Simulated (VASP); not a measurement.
# Te2Mo in VASP: further runs

Runs on Te2Mo. Level: PBE+D3(BJ). Tasks: phonons, band structure.

All numbers are computed with VASP 6.6.1; they aren't measurements. Logs are shortened: lines on timing, memory, paths and dates and some standing lists are left out, and cuts for length are marked.

## 1. The structure

The cell holds a slab with vacuum, 6 atoms: a = 3.499 Å, b = 3.499 Å, c = 28.592 Å, α = 90.00°, β = 90.00°, γ = 120.00°.

## 2. Phonons, PBE+D3(BJ)

POSCAR reads:

```
Te2Mo
1.0
    3.4990608862      0.0000000000      0.0000000000
   -1.7495304430      3.0302756211      0.0000000000
    0.0000000000      0.0000000000     28.5919888000
  Te              Mo
     4     2
Direct
     0.3333333300000021    0.6666666699999979    0.3164830353886017
     0.3333333300000021    0.6666666699999979    0.4437157550417347
     0.6666666699999979    0.3333333300000021    0.5562842449582652
     0.6666666699999979    0.3333333300000021    0.6835169646113982
     0.6666666699999979    0.3333333300000021    0.3800671424177091
     0.3333333300000021    0.6666666699999979    0.6199328575822909
```

INCAR.step1 reads:

```
PREC = Accurate
ENCUT = 600
EDIFF = 1E-8
ISMEAR = 0
SIGMA = 0.03
LREAL = F
LASPH = T
NELM = 80
ALGO = Normal
ISIF = 2
LWAVE = F
LCHARG = F
GGA = PE
IVDW = 12
LATTICE_CONSTRAINTS = .TRUE. .TRUE. .FALSE.
KPAR = 4
IBRION = 2
NSW = 40
EDIFFG = -0.002
```

INCAR.step2 reads:

```
PREC = Accurate
ENCUT = 600
EDIFF = 1E-8
ISMEAR = 0
SIGMA = 0.03
LREAL = F
LASPH = T
NELM = 80
ALGO = Normal
ISIF = 2
LWAVE = F
LCHARG = F
GGA = PE
IVDW = 12
LATTICE_CONSTRAINTS = .TRUE. .TRUE. .FALSE.
KPAR = 4
IBRION = 6
NFREE = 2
POTIM = 0.015
NSW = 1
```

KPOINTS reads:

```
regular mesh
0
Gamma
  12 12 1
```

Potentials or basis: VASP PAW PBE potentials, release 64 (Te, Mo_sv).

The run is started by

```console
> cat potpaw_PBE.64/Te/POTCAR potpaw_PBE.64/Mo_sv/POTCAR > POTCAR
> cp INCAR.step1 INCAR
> mpirun -np 4 vasp_std > vasp.out
> cp CONTCAR POSCAR
> cp INCAR.step2 INCAR
> mpirun -np 4 vasp_std > vasp.out
```

OUTCAR:

```text
PREC = Accurate
   ENCUT = 600
   EDIFF = 1E-8
   ISMEAR = 0
   LREAL = F
   LASPH = T
   NELM = 80
   ISIF = 2
   GGA = PE
   IVDW = 12
   IBRION = 6
   NFREE = 2
   POTIM = 0.015
   NSW = 1
 IVDW          = 12

 ion  position               nearest neighbor table
   1  0.333  0.667  0.316-   5 2.72   5 2.72   5 2.72   2 3.64
   2  0.333  0.667  0.444-   5 2.72   5 2.72   5 2.72   1 3.64
   3  0.667  0.333  0.556-   6 2.72   6 2.72   6 2.72   4 3.64
   4  0.667  0.333  0.684-   6 2.72   6 2.72   6 2.72   3 3.64
   5  0.667  0.333  0.380-   1 2.72   1 2.72   1 2.72   2 2.72   2 2.72   2 2.72
   6  0.333  0.667  0.620-   4 2.72   4 2.72   4 2.72   3 2.72   3 2.72   3 2.72

  LATTYP: Found a hexagonal cell.
 ALAT       =     3.4990608862
 C/A-ratio  =     8.1713321745

  Lattice vectors:

 A1 = (   3.4990608862,   0.0000000000,   0.0000000000)
 A2 = (  -1.7495304430,   3.0302756211,   0.0000000000)
 A3 = (   0.0000000000,   0.0000000000,  28.5919888000)

Analysis of symmetry for initial positions (statically):
=====================================================================
 Subroutine PRICEL returns:
 Original cell was already a primitive cell.

 Routine SETGRP: Setting up the symmetry group for a
 hexagonal supercell.

 Subroutine GETGRP returns: Found 12 space group operations
 (whereof 12 operations were pure point group operations)
 out of a pool of 24 trial point group operations.

The static configuration has the point symmetry D_3d.

Analysis of symmetry for dynamics (positions and initial velocities):
=====================================================================
 Subroutine PRICEL returns:
 Original cell was already a primitive cell.

 Routine SETGRP: Setting up the symmetry group for a
 hexagonal supercell.

 Subroutine GETGRP returns: Found 12 space group operations
 (whereof 12 operations were pure point group operations)
 out of a pool of 24 trial point group operations.

The dynamic configuration has the point symmetry D_3d.

 Subroutine INISYM returns: Found 12 space group operations
 (whereof 12 operations are pure point group operations),
 and found     1 'primitive' translations

----------------------------------------------------------------------------------------

                                     Primitive cell

  volume of cell :     303.1643

  direct lattice vectors                    reciprocal lattice vectors
     3.499060886  0.000000000  0.000000000     0.285790969  0.165001492  0.000000000
    -1.749530443  3.030275621  0.000000000     0.000000000  0.330002985  0.000000000
     0.000000000  0.000000000 28.591988800     0.000000000  0.000000000  0.034974832

  length of vectors
     3.499060886  3.499060890 28.591988800     0.330002985  0.330002985  0.034974832

  position of ions in fractional coordinates (direct lattice)
     0.333333330  0.666666670  0.316497865
     0.333333330  0.666666670  0.443714743
     0.666666670  0.333333330  0.556285257
     0.666666670  0.333333330  0.683502135
     0.666666670  0.333333330  0.380069644
     0.333333330  0.666666670  0.619930356

  ion indices of the primitive-cell ions
   primitive index   ion index
                 1           1
                 2           2
                 3           3
                 4           4
                 5           5
                 6           6

----------------------------------------------------------------------------------------

 KPOINTS: regular mesh

Automatic generation of k-mesh.
 Grid dimensions read from file:
 generate k-points for:   12   12    1

 Generating k-lattice:

  Cartesian coordinates                     Fractional coordinates (reciprocal lattice)
     0.023815914  0.013750124  0.000000000     0.083333333  0.000000000  0.000000000
     0.000000000  0.027500249  0.000000000     0.000000000  0.083333333  0.000000000
     0.000000000  0.000000000  0.034974832     0.000000000  0.000000000  1.000000000

  Length of vectors
     0.027500249  0.027500249  0.034974832

  Shift w.r.t. Gamma in fractional coordinates (k-lattice)
     0.000000000  0.000000000  0.000000000

 Subroutine IBZKPT returns following result:
 ===========================================

 Found     19 irreducible k-points:

 Following reciprocal coordinates:
            Coordinates               Weight
  0.000000  0.000000  0.000000      1.000000
  0.083333 -0.000000  0.000000      6.000000
  0.166667 -0.000000  0.000000      6.000000
  0.250000 -0.000000  0.000000      6.000000
  0.333333 -0.000000  0.000000      6.000000
  0.416667 -0.000000  0.000000      6.000000
[... 11 lines left out ...]
  0.333333  0.250000  0.000000     12.000000
  0.333333  0.333333  0.000000      2.000000
   k-points           NKPTS =     19   k-points in BZ     NKDIM =     19   number of bands    NBANDS=     31
   number of dos      NEDOS =    301   number of ions     NIONS =      6
   total plane-waves  NPLWV = 188160
   dimension x,y,z NGX =    28 NGY =   28 NGZ =  240
   dimension x,y,z NGXF=    56 NGYF=   56 NGZF=  480
   ions per type =               4   2
   NGX,Y,Z   is equivalent  to a cutoff of  13.30, 13.30, 13.95 a.u.
   NGXF,Y,Z  is equivalent  to a cutoff of  26.61, 26.61, 27.91 a.u.
 SYSTEM =  unknown system
   PREC   = accura    normal or accurate (medium, high low for compatibility)
   ISTART =      0    job   : 0-new  1-cont  2-samecut
   ICHARG =      2    charge: 1-file 2-atom 10-const
   ISPIN  =      1    spin polarized calculation?
   LNONCOLLINEAR =      F non collinear calculations
   LSORBIT =      F    spin-orbit coupling
   LASPH  =      T    aspherical Exc in radial PAW
   ENCUT  =  600.0 eV  44.10 Ry    6.64 a.u.   6.99  6.99 57.11*2*pi/ulx,y,z
   NELM   =     80;   NELMIN=  2; NELMDL=  0     # of ELM steps
   EDIFF  = 0.1E-07   stopping-criterion for ELM
   LREAL  =      F    real-space projection
   EDIFFG = 0.1E-06   stopping-criterion for IOM
   NSW    =    109    number of steps for IOM
   IBRION =      6    ionic relax: 0-MD 1-quasi-New 2-CG
   NFREE  =      2    steps in history (QN), initial steepest desc. (CG)
   ISIF   =      2    stress and relaxation
   ISYM   =      2    0-nonsym 1-usesym 2-fastsym
   POTIM  = 0.0150    time-step for ionic-motion
   TEBEG  =    0.0;   TEEND  =   0.0 temperature during run
   PSTRESS=    0.0 pullay stress
   NELECT =      52.0000    total number of electrons
   NUPDOWN=      -1.0000    fix difference up-down
   EMIN   =  10.00;   EMAX   =-10.00  energy-range for DOS
   EFERMI =   0.00;   METHOD = LEGACY
   ISMEAR =     0;   SIGMA  =   0.03  broadening in eV -4-tet -1-fermi 0-gaus
   EFERMI_NEDOS =   21; number of points for ismear=-14 and -15
   IALGO  =     38    algorithm
   IMIX   =      4    mixing-type and parameters
     AMIX     =   0.40;   BMIX     =  1.00
     AMIX_MAG =   1.60;   BMIX_MAG =  1.00
  volume/ion in A,a.u.               =      50.53       340.98
  Fermi-wavevector in a.u.,A,eV,Ry     =   0.909599  1.718893 11.257055  0.827370
  Thomas-Fermi vector in A             =   2.033662
   LORBIT       =      0    0 simple, 1 ext, 2 COOP (PROOUT), +10 PAW based schemes
   GGA     = PE    functional components
   LHFCALC =     F    Hartree Fock is set to
   AEXX    =    0.0000 exact exchange contribution
   IVDW    =    12    specifies the selected vdW correction
   LEPSILON=     F    determine dielectric tensor
   LRPA    =     F    only Hartree local field effects (RPA)
 finite differences with symmetry
 non-spin polarized calculation
 Gauss-broadening in eV      SIGMA  =   0.03
  energy-cutoff  :      600.00
  volume of cell :      303.16
 maximum number of plane-waves:     10158
 NGX is ok and might be reduce to    28
   NGX = 13   NGY = 13   NGZ =115

--------------------------------------- Ionic step        1  -------------------------------------------

 number of electron      51.9999998 magnetization

 Free energy of the ion-electron system (eV)
  ---------------------------------------------------
  ext. energy  EPLUGINS =         0.00000000
  ---------------------------------------------------
  free energy    TOTEN  =       -35.96528222 eV

  energy without entropy =      -35.96528222  energy(sigma->0) =      -35.96528222

------------------------ aborting loop because EDIFF is reached ----------------------------------------

 Edisp (eV)   -2.84967

 E8    (eV) :    -1.3491
[... 117 lines left out ...]
  FREE ENERGIE OF THE ION-ELECTRON SYSTEM (eV)
  ---------------------------------------------------
  free  energy   TOTEN  =       -38.8141996993 eV

  energy  without entropy=      -38.8141996993  energy(sigma->0) =      -38.81419970

[... ionic steps 4 to 10 ...]

--------------------------------------- Ionic step       11  -------------------------------------------

 number of electron      51.9999998 magnetization

------------------------ aborting loop because EDIFF is reached ----------------------------------------
[... 83 lines left out ...]
--------------------------------------- Ionic step       13  -------------------------------------------

 number of electron      51.9999999 magnetization

 Free energy of the ion-electron system (eV)
  ---------------------------------------------------
  ext. energy  EPLUGINS =         0.00000000
  ---------------------------------------------------
  free energy    TOTEN  =       -35.96377678 eV

  energy without entropy =      -35.96377678  energy(sigma->0) =      -35.96377678

 E-fermi :   1.8498     XC(G=0):  -5.5126

 val. band max:        1.6347621115   @ k =   0.0000   0.0000   0.0000
 cond. band min:       2.5374354569   @ k =   0.2500   0.1667   0.0000
 fundamental gap:      0.9026733454
 Fermi energy:         1.8497905613

 k-point     1 :       0.0000    0.0000    0.0000
  band No.  band energies     occupation
      1     -59.1536      2.00000
      2     -59.1359      2.00000
      3     -33.3315      2.00000
      4     -33.3136      2.00000
      5     -33.1874      2.00000
      6     -33.1874      2.00000
[... 672 lines left out ...]
  FREE ENERGIE OF THE ION-ELECTRON SYSTEM (eV)
  ---------------------------------------------------
  free  energy   TOTEN  =       -38.8125057763 eV

  energy  without entropy=      -38.8125057763  energy(sigma->0) =      -38.81250578

 INTERNAL STRAIN TENSORS FROM DISPLACED ATOMS
 ============================================

 INTERNAL STRAIN TENSOR FOR ION    1 for displacements in x,y,z  (eV/Angst):
          X           Y           Z          XY          YZ          ZX
  --------------------------------------------------------------------------------
  x    -0.00000     0.00000     0.00000    -3.46930     0.00000    11.48965
  y    -3.46930     3.46930     0.00000     0.00000    11.48966     0.00000
  z     9.14571     9.14571    24.94699     0.00000     0.00000     0.00000

 INTERNAL STRAIN TENSOR FOR ION    6 for displacements in x,y,z  (eV/Angst):
          X           Y           Z          XY          YZ          ZX
  --------------------------------------------------------------------------------
  x    -0.00000     0.00000     0.00000    -6.86726    -0.00000    -0.31586
  y    -6.86726     6.86726     0.00000     0.00000    -0.31586    -0.00000
  z     0.00804     0.00804    -0.17558     0.00000     0.00000     0.00000

 Eigenvectors and eigenvalues of the dynamical matrix
 ----------------------------------------------------

   1 f  =    8.702062 THz    54.676668 2PiTHz  290.269543 cm-1    35.988820 meV
             X         Y         Z           dx          dy          dz
     -0.000000  2.020184  9.049303    -0.000000   -0.000000    0.265085
     -0.000000  2.020184 12.686687     0.000000   -0.000000    0.258903
      1.749530  1.010092 15.905302     0.000000   -0.000000   -0.258903
      1.749530  1.010092 19.542685     0.000000   -0.000000   -0.265085
      1.749530  1.010092 10.866947     0.000000    0.000000   -0.602245
     -0.000000  2.020184 17.725042    -0.000000    0.000000    0.602245
[... 145 lines left out ...]
  18 f/i=    0.000582 THz     0.003657 2PiTHz    0.019415 cm-1     0.002407 meV
             X         Y         Z           dx          dy          dz
     -0.000000  2.020184  9.049303    -0.000000   -0.000000    0.426244
     -0.000000  2.020184 12.686687    -0.000000   -0.000000    0.426232
      1.749530  1.010092 15.905302    -0.000000   -0.000000    0.426232
      1.749530  1.010092 19.542685    -0.000000   -0.000000    0.426244
      1.749530  1.010092 10.866947    -0.000000   -0.000000    0.369651
     -0.000000  2.020184 17.725042    -0.000000   -0.000000    0.369651

 ELASTIC MODULI CONTR FROM IONIC RELAXATION (kBar)
 Direction    XX          YY          ZZ          XY          YZ          ZX
 --------------------------------------------------------------------------------
 XX        -166.1351    -92.5547   -356.1302     -0.0000      4.1906      0.0000
 YY         -92.5547   -166.1351   -356.1302     -0.0000     -4.1906     -0.0000
 ZZ        -356.1302   -356.1302  -1006.7784     -0.0000      0.0000      0.0000
 XY          -0.0000     -0.0000     -0.0000    -36.7902     -0.0000      4.1906
 YZ           4.1906     -4.1906      0.0000     -0.0000   -469.6829     -0.0000
 ZX           0.0000     -0.0000      0.0000      4.1906     -0.0000   -469.6826
 --------------------------------------------------------------------------------
```

Run time: 30 min. Hardware: 4 MPI ranks of Intel Xeon Platinum 8559C (Emerald Rapids), shared host; peak memory 1.2 GiB.

What came out:

```
Highest phonon frequency at Γ, LO-TO splitting left out : 290 cm⁻¹
Dispersion energy per atom                              : -0.475 eV
```

Phonon frequencies in cm⁻¹ (negative: imaginary):
| q point | frequencies |
| --- | --- |
| (0.000, 0.000, 0.000) | 0 0 0 22 22 31 116 116 118 118 171 174 234 234 234 234 289 290 |

Spin-orbit coupling is left out, which matters for the levels of Te.

(Part 1 of 2 ends here.)
